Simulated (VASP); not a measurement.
The system is BaS.

```xyz
2
Lattice="0.0000 3.1938 3.1938 3.1938 0.0000 3.1938 3.1938 3.1938 0.0000" Properties=species:S:1:pos:R:3 pbc="T T T"
Ba    0.0000    0.0000    0.0000
S     3.1938    3.1938    3.1938
```

Base run:

```yaml
Program: VASP 6.6.1
Functional: HSE03
Potentials_or_basis: VASP PAW PBE potentials, release 64 (Ba_sv, S)
Cutoff: 520 eV
k_mesh: 6 × 6 × 6
Occupations: gaussian, width 0.02 eV
Spin: no spin polarisation
```

Its results: band gap on the k mesh 2.82 eV, indirect (least direct gap 2.97 eV); pressure 1.0 GPa.

Question: The run is repeated on the same cell with these changes: functional from HSE03 to PBE0. What comes out?

Answer: Band gap on the k mesh 3.71 eV, indirect (least direct gap 3.87 eV); pressure 1.0 GPa.

Caveats: the PAW data sets were made with another functional, which shifts forces and pressure a little; spin-orbit coupling is left out, which moves the levels of the heavy elements.
